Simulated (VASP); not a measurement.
Runs of VASP 6.6.1 on SnO2 (Cassiterite). It takes space group P4_2/mnm (No. 136, tetragonal). Conventional cell: a = 4.771 Å, b = 4.771 Å, c = 3.217 Å, α = 90.00°, β = 90.00°, γ = 90.00°. Around Sn (site symmetry mmm) lie 6 O at 2.07 Å. O (site symmetry m2m) is surrounded by 3 Sn at 2.07 Å. 

```csv
task,level,potentials or basis,spin,cell,k mesh,cutoff (eV),gap on the mesh (eV),pressure (GPa),largest force (eV/Å)
band structure,LDA,"VASP PAW LDA potentials, release 64 (Sn_d, O)",off,as given,6 × 6 × 8,520,0.87,-4.7,0.04
relaxation of cell and atoms,PBEsol,"VASP PAW PBE potentials, release 64 (Sn_d, O)",off,relaxed,6 × 6 × 8,600,0.88,0.0,-
band structure,PBE,"VASP PAW PBE potentials, release 64 (Sn_d, O)","SOC, no magnetisation",as given,4 × 4 × 6,520,-,6.2,0.06
band structure,PBE,"VASP PAW PBE potentials, release 64 (Sn_d, O)",off,as given,6 × 6 × 8,520,(c),(b),0.06
band structure,TB-mBJ,"VASP PAW PBE potentials, release 64 (Sn_d, O)",off,as given,6 × 6 × 8,520,(a),-,-
band structure,r2SCAN,"VASP PAW PBE potentials, release 64 (Sn_d, O)",off,as given,6 × 6 × 8,520,1.68,-1.0,0.04
```

Alike in all rows: smearing gaussian 0.03 eV.

Task: Estimate the missing entries.

Result: (a) 2.86; (b) 6.3; (c) 0.98.

Caveats: spin-orbit coupling is left out, which moves the levels of the heavy elements (some runs); the PAW data sets were made with another functional, which shifts forces and pressure a little (some runs).

A k mesh can miss the band edges, and rows without SOC leave out spin-orbit coupling on Sn.
